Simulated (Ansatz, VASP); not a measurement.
# In3Ga5P8 (random alloy of the zinc-blende GaP-InP line, x = 0.375) in two plane-wave programs, part 2 of 2

One calculation is typed for both programs; each brings its own data sets. How far apart do they land? Of the first pair: The structure shown is the start of the Ansatz relaxation below; VASP solves that cell, so the two are compared at the walk's first step.

VASP 6.6.1 and Ansatz 0.2.0.

So far: Starting point; Ansatz: relaxation, PBE.

### 3. VASP: single point, PBE, start cell, pair 1

Level of this step: PBE; plane waves and PAW (Ga_d, P, In_d) (VASP).

The same cell, functional and mesh now go to VASP, with its own data sets.

Lines of VASP's logs that name or quote its potential files are left out, and so is its time.

Input file INCAR:

```
SYSTEM = In3Ga5P8
PREC = Accurate
ENCUT = 400
EDIFF = 1E-06
NELM = 120
ISMEAR = 0
SIGMA = 0.01
LREAL = Auto
ALGO = Normal
GGA = PE
NBANDS = 336
LORBIT = 11
LWAVE = .FALSE.
LCHARG = .FALSE.
ISIF = 2
LASPH = .TRUE.
GGA_COMPAT = .FALSE.
EFERMI = MIDGAP
NCORE = 2
```

Input file POSCAR:

```
In3Ga5P8
1.0
   11.3575000000      0.0000000000      0.0000000000
    0.0000000000     11.3575000000      0.0000000000
    0.0000000000      0.0000000000     11.3575000000
Ga P In
20 32 12
Direct
    0.0028615452      0.9989170152      0.9990666960
    0.2500726392      0.2510323575      0.9980629540
    0.0015936606      0.9988025534      0.4997842835
    0.9987761391      0.2492978208      0.7487915474
    0.2486814880      0.2529782082      0.5000924499
    0.9996302003      0.7510279551      0.2514814000
    0.0002817521      0.5015364297      0.5005591019
    0.0004138235      0.7513361215      0.7496103896
    0.2521065375      0.7503323795      0.4993440458
    0.4993880696      0.0000792428      0.9989082104
    0.5007087827      0.2510499670      0.2480739599
    0.7506229364      0.2476865507      0.9999295620
    0.5028659476      0.2506009245      0.7478934625
    0.5009289016      0.5002421308      0.0001408761
    0.4994497028      0.7457098833      0.2518335901
    0.7497600704      0.4997930883      0.2500286155
    0.7504380365      0.7494783183      0.0008716707
    0.5038608849      0.4966585956      0.4988597843
    0.7477613912      0.5005502972      0.7508870790
    0.7509927361      0.7504204270      0.5004886639
    0.1231080784      0.1265243231      0.1209509135
    0.1245608629      0.3775742901      0.3713669381
    0.3730574510      0.1247017389      0.3734536650
    0.3770195906      0.3765881576      0.1258815761
    0.1233458067      0.1245256438      0.6259300022
    0.1235130971      0.3738234647      0.8749812899
    0.3763064055      0.1246577152      0.8734404578
    0.3738762932      0.3753378825      0.6287034999
    0.1243759630      0.6229892142      0.1243759630
    0.1266387849      0.8755007704      0.3765617433
    0.3744838213      0.6258595642      0.3748712305
    0.3725379705      0.8724631301      0.1241118204
    0.1214439797      0.6244596082      0.6264582875
    0.1246489104      0.8753334801      0.8757208893
    0.3756636584      0.6252080123      0.8769887739
    0.3738762932      0.8757473035      0.6251375743
    0.6262293639      0.1242086727      0.1271582655
    0.6252960599      0.3762976007      0.3733215937
    0.8755535989      0.1264891041      0.3734888840
    0.8721461589      0.3769667621      0.1257230905
    0.6284569668      0.1217257319      0.6271802773
    0.6265199208      0.3746775259      0.8739423289
    0.8738983051      0.1259167951      0.8729826106
    0.8748228043      0.3765265243      0.6263174114
    0.6260884878      0.6254105217      0.1261985472
    0.6288531807      0.8757825226      0.3748184019
    0.8730178296      0.6240898085      0.3732423509
    0.8746907330      0.8767422408      0.1253797050
    0.6265903588      0.6294519040      0.6245564605
    0.6244860225      0.8761963460      0.8744441999
    0.8772793308      0.6248117984      0.8739071098
    0.8748668281      0.8770416025      0.6256482501
    0.0030728593      0.2486638785      0.2505569007
    0.2494298921      0.9993220339      0.2520008805
    0.2480299362      0.0004138235      0.7529209773
    0.0002113141      0.5010873872      0.0005282853
    0.2486726832      0.5022055910      0.2509002862
    0.2519920757      0.7526832490      0.0038476777
    0.2503543914      0.5002069117      0.7488179617
    0.7495311468      0.0000616333      0.2475808937
    0.4999603786      0.9986264583      0.5022408100
    0.7478318292      0.0009685230      0.7513977548
    0.7514065595      0.2500814440      0.4996698217
    0.5000836452      0.7496015849      0.7523398635
```

Input file KPOINTS:

```
Automatic mesh
0
Gamma
1 1 1
0 0 0
```

The projector-augmented-wave data sets are Ga_d, P and In_d (PBE family, release 64).

On the command line:

```
$ mpirun -np 8 vasp_gam
```

Numbers of over 12 decimals in the logs are rounded to 6 here.

Log:

```text
[banner, memory and clock lines left out]
running    8 mpi-ranks, on    1 nodes
[...]
LDA part: xc-table for (Slater+PW92), standard interpolation
 POSCAR, INCAR and KPOINTS ok, starting setup
[...]
entering main loop
       N       E                     dE             d eps       ncg     rms          rms(c)
DAV:   1     0.928869457279E+04    0.92887E+04   -0.20506E+05   720   0.233E+03
DAV:   2     0.228673380660E+04   -0.70020E+04   -0.67553E+04   672   0.691E+02
DAV:   3     0.124321132231E+03   -0.21624E+04   -0.20440E+04   784   0.278E+02
DAV:   4    -0.243554968308E+03   -0.36788E+03   -0.34014E+03   776   0.107E+02
[...]
DAV:  18    -0.274160884468E+03    0.19817E-05   -0.60176E-06   528   0.364E-02    0.138E-02
DAV:  19    -0.274160882435E+03    0.20328E-05   -0.80837E-06   712   0.229E-02    0.564E-03
DAV:  20    -0.274160882656E+03   -0.22045E-06   -0.44080E-06   536   0.172E-02
   1 F= -.27416088E+03 E0= -.27416088E+03  d E =0.000000E+00
```

From OUTCAR (step 3):

```text
  Total        9.7914849      9.4724910      9.5968757      2.0655668      0.8651653     -0.2022363
  in kB       10.7080627     10.3592078     10.4952362      2.2589239      0.9461531     -0.2211676
  external PRESSURE =      10.5208356 kB  Pullay stress =       0.0000000 kB

 POSITION                                       TOTAL-FORCE (eV/Angst)
 -----------------------------------------------------------------------------------
      0.03250     11.34520     11.34690        -0.391791      0.161165     -0.073253
      2.84020      2.85110     11.33550         0.135281     -0.015800      0.019742
      0.01810     11.34390      5.67630        -0.235455      0.156022      0.017909
     11.34360      2.83140      8.50440         0.002240      0.124878      0.084757
      2.82440      2.87320      5.67980        -0.005590     -0.129557     -0.056273
     11.35330      8.52980      2.85620        -0.007554     -0.121903     -0.123426
      0.00320      5.69620      5.68510        -0.200836     -0.089422     -0.097264
      0.00470      8.53330      8.51370        -0.216650      0.047359     -0.006016
      2.86330      8.52190      5.67130        -0.205757     -0.049262      0.240151
      5.67180      0.00090     11.34510         0.032223     -0.004367      0.182457
      5.68680      2.85130      2.81750        -0.123532     -0.058147      0.093849
      8.52520      2.81310     11.35670         0.006933      0.229806      0.061628
      5.71130      2.84620      8.49420        -0.031166     -0.137260      0.136069
      5.68930      5.68150      0.00160         0.076825     -0.040392     -0.018406
[...]
-----------------------------------------------------------------------------------
    total drift:                                0.004924     -0.004296      0.002854

  FREE ENERGIE OF THE ION-ELECTRON SYSTEM (eV)
  ---------------------------------------------------
  free  energy   TOTEN  =      -274.1608826555 eV

  energy  without entropy=     -274.1608826555  energy(sigma->0) =     -274.16088266

[... 2 further parts left out ...]
```

The run ends at a pressure of 1.05 GPa, with forces up to 2.5 eV/Å.

### 4. Comparison

Known differences besides the potentials themselves: fixed occupations in Ansatz, narrow Gaussian smearing in VASP; the cutoff is 420 eV in Ansatz and 400 eV in VASP (PREC = Accurate, projectors in real space). Total energies have different zeros and are not compared.

Forces on 8 of the 64 atoms, those with the largest forces and the largest differences (eV/Å; atoms numbered as in POSCAR):

| atom | Ansatz x, y, z | VASP x, y, z |
| --- | --- | --- |
| P22 | 0.004, -0.117, 2.176 | 0.005, -0.116, 2.164 |
| P23 | 0.421, 1.779, 0.372 | 0.419, 1.770, 0.370 |
| P28 | 1.194, -0.978, -1.375 | 1.187, -0.971, -1.369 |
| P32 | 2.267, 0.700, 0.711 | 2.252, 0.693, 0.703 |
| P37 | -1.178, 1.010, -1.245 | -1.172, 1.003, -1.238 |
| P41 | -1.284, 1.404, 0.137 | -1.277, 1.396, 0.138 |
| P50 | 0.025, -0.164, 1.906 | 0.026, -0.163, 1.895 |
| In58 | -0.618, -0.670, -0.571 | -0.611, -0.664, -0.561 |

The forces differ by 3.9 meV/Å r.m.s., which is 0.6 % of the r.m.s. force of 0.660 eV/Å (both taken over all components).

### 5. Ansatz: relaxation, PBE

This run makes the geometry at which the two programs are then compared.

The structure compared here is the end of the Ansatz relaxation.

This is the run of step 2 again, met here at its other cell.

### 6. VASP: single point, PBE, relaxed cell, pair 2

The same cell, functional and mesh now go to VASP, with its own data sets.

Edit INCAR of step 3 so:

```diff
@@ -2,3 +2,3 @@
 PREC = Accurate
-ENCUT = 400
+ENCUT = 500
 EDIFF = 1E-06
```

Input file POSCAR:

```
In3Ga5P8
1.0
   11.3598400000     -0.0047350000      0.0021330000
   -0.0047350000     11.3597470000      0.0013610000
    0.0021330000      0.0013610000     11.3593640000
Ga P In
20 32 12
Direct
    0.9978500000      0.0001700000      0.9968200000
    0.2547800000      0.2469400000      0.9968500000
    0.0014300000      0.9957600000      0.5017500000
    0.0009300000      0.2507200000      0.7510200000
    0.2500500000      0.2538200000      0.5021400000
    0.9958700000      0.7491700000      0.2536400000
    0.9983500000      0.5041400000      0.5032700000
    0.9942300000      0.7507700000      0.7450700000
    0.2455700000      0.7481300000      0.4984200000
    0.5037200000      0.0046300000      0.0036800000
    0.4990800000      0.2558300000      0.2451200000
    0.7460600000      0.2535600000      0.9986400000
    0.5012400000      0.2542700000      0.7535900000
    0.5061100000      0.4962500000      0.0013300000
    0.5055800000      0.7460200000      0.2510100000
    0.7455200000      0.5033700000      0.2492500000
    0.7501300000      0.7489800000      0.0018600000
    0.5026600000      0.5001100000      0.4971400000
    0.7507400000      0.5007600000      0.7495400000
    0.7542200000      0.7422400000      0.4970200000
    0.1262500000      0.1235400000      0.1105400000
    0.1241000000      0.3779100000      0.3895200000
    0.3737400000      0.1417300000      0.3727200000
    0.3793900000      0.3709200000      0.1170100000
    0.1177200000      0.1323400000      0.6178700000
    0.1265800000      0.3627100000      0.8759000000
    0.3834200000      0.1292500000      0.8794600000
    0.3841600000      0.3698200000      0.6183800000
    0.1175800000      0.6297200000      0.1337500000
    0.1187500000      0.8688000000      0.3795900000
    0.3822500000      0.6323000000      0.3824200000
    0.3915800000      0.8761000000      0.1283400000
    0.1186400000      0.6312100000      0.6208900000
    0.1103000000      0.8742300000      0.8722900000
    0.3811600000      0.6156300000      0.8832800000
    0.3661000000      0.8672700000      0.6205500000
    0.6209100000      0.1334400000      0.1211800000
    0.6189400000      0.3825400000      0.3662900000
    0.8796600000      0.1164400000      0.3827600000
    0.8590400000      0.3755500000      0.1273300000
    0.6188900000      0.1309900000      0.6334500000
    0.6273500000      0.3775400000      0.8730600000
    0.8802200000      0.1343400000      0.8824300000
    0.8827700000      0.3836700000      0.6346600000
    0.6262100000      0.6242100000      0.1244200000
    0.6277600000      0.8607900000      0.3763100000
    0.8744100000      0.6209100000      0.3729900000
    0.8823100000      0.8678600000      0.1180900000
    0.6337100000      0.6157500000      0.6174900000
    0.6258200000      0.8761500000      0.8896000000
    0.8656600000      0.6328500000      0.8665500000
    0.8773200000      0.8689600000      0.6172700000
    0.0006700000      0.2497600000      0.2500600000
    0.2502100000      0.0000400000      0.2503500000
    0.2459200000      0.0044100000      0.7499200000
    0.9935900000      0.5003300000      0.9976600000
    0.2543200000      0.5003400000      0.2541300000
    0.2502600000      0.7532200000      0.0028100000
    0.2505100000      0.4966800000      0.7460800000
    0.7502700000      0.9960500000      0.2460300000
    0.4973400000      0.0003300000      0.4973600000
    0.7539700000      0.0003300000      0.7542000000
    0.7503600000      0.2567500000      0.5024100000
    0.5047400000      0.7457200000      0.7501800000
```

KPOINTS is that of step 3.

On the command line:

```
$ mpirun -np 8 vasp_gam
```

Log:

```text
[... set-up lines as in an earlier step ...]
 entering main loop
       N       E                     dE             d eps       ncg     rms          rms(c)
DAV:   1     0.103061990985E+05    0.10306E+05   -0.23021E+05   712   0.266E+03
DAV:   2     0.260128585891E+04   -0.77049E+04   -0.74291E+04   672   0.793E+02
DAV:   3     0.176620312221E+03   -0.24247E+04   -0.23061E+04   784   0.307E+02
DAV:   4    -0.243242845879E+03   -0.41986E+03   -0.38472E+03   792   0.119E+02
[...]
DAV:  16    -0.277857021084E+03   -0.10995E-04   -0.93951E-05   776   0.371E-02    0.158E-02
DAV:  17    -0.277857019262E+03    0.18222E-05   -0.10731E-05   672   0.508E-02    0.755E-03
DAV:  18    -0.277857018845E+03    0.41655E-06   -0.36658E-06   592   0.324E-02
   1 F= -.27785702E+03 E0= -.27785702E+03  d E =0.000000E+00
```

Parts of OUTCAR (step 6):

```text
  Total       -0.3147122     -0.3042743     -0.2925879     -0.0209389      0.0309523      0.0079495
  in kB       -0.3439769     -0.3325684     -0.3197953     -0.0228860      0.0338305      0.0086887
  external PRESSURE =      -0.3321136 kB  Pullay stress =       0.0000000 kB

 POSITION                                       TOTAL-FORCE (eV/Angst)
 -----------------------------------------------------------------------------------
     11.33754     -0.00144     11.32537         0.001408     -0.000782     -0.001178
      2.89522      2.80533     11.32446        -0.001708      0.002501     -0.001414
      0.01260     11.31226      5.70092        -0.003311     -0.001103     -0.003612
      0.01098      2.84913      8.53145         0.000674      0.001946      0.000563
      2.84040      2.88283      5.70487        -0.000374      0.002166     -0.001488
     11.30992      8.50601      2.88433         0.001673     -0.001134     -0.001596
     11.33978      5.72286      5.71964         0.003025     -0.000626     -0.000244
     11.29233      8.52486      8.46666         0.001242      0.000864      0.000595
      2.78716      8.49808      5.66328        -0.000151      0.002254      0.001315
      5.72216      0.05022      0.04288         0.002228     -0.001924     -0.002123
      5.66878      2.90413      2.78582         0.002300      0.001007      0.000907
      8.47605      2.87820     11.34585         0.000939      0.002161      0.001610
      5.69441      2.88710      8.56172         0.002111     -0.000296     -0.001860
      5.74698      5.63488      0.01686        -0.002184      0.002242     -0.002932
[...]
-----------------------------------------------------------------------------------
    total drift:                               -0.001149     -0.003938     -0.006388

  FREE ENERGIE OF THE ION-ELECTRON SYSTEM (eV)
  ---------------------------------------------------
  free  energy   TOTEN  =      -277.8570188450 eV

  energy  without entropy=     -277.8570188450  energy(sigma->0) =     -277.85701884

[... 1 part as in an earlier step ...]

[... 1 further part left out ...]
```

The run ends at a pressure of -0.03 GPa, with forces up to 0.010 eV/Å.

### 7. Side by side

What differs besides the data sets and the points named for the pairs above, as far as they apply: the cutoff is 420 eV in Ansatz and 500 eV in VASP (PREC = Accurate, projectors in real space). Total energies have different zeros and are not compared.

Both answers:

| quantity | Ansatz | VASP | difference |
| --- | --- | --- | --- |
| pressure (GPa) | 0.00 | -0.03 | +0.03 |
| gap on the k mesh (eV) | 0.950 | 0.945 | +0.004 |

The largest component of a force difference here is 8 meV/Å. A gap on the mesh is an upper bound, since the band edges may lie between its points.

### 8. Outcome

| Item | Value |
| --- | --- |
| r.m.s. force difference (single point, PBE, start cell, pair 1) | 0.59 % of the r.m.s. force |
| difference in gap on the k mesh (single point, PBE, relaxed cell, pair 2) | 0.0045 eV |

What this shows: The r.m.s. force difference is 0.59 % of the r.m.s. force (single point, PBE, start cell, pair 1), within the 3 % picked in this series as the mark of a large difference. Such differences can come from data sets, numerical settings and the points named under the comparisons, not from the functional's error against experiment.

[Lines on the potential files, build, host, timing and source positions are cut from VASP's logs without a mark.]

[Logs are printed without paths, hosts, clocks, repeated set-up lines and the standing remarks that a program may print on its own settings, such as how far it seeks lower states.]

[Hosts, paths, dates, database ids (printed as entryN), source tags and the programs' standing remarks are cut or masked in the printed files.]
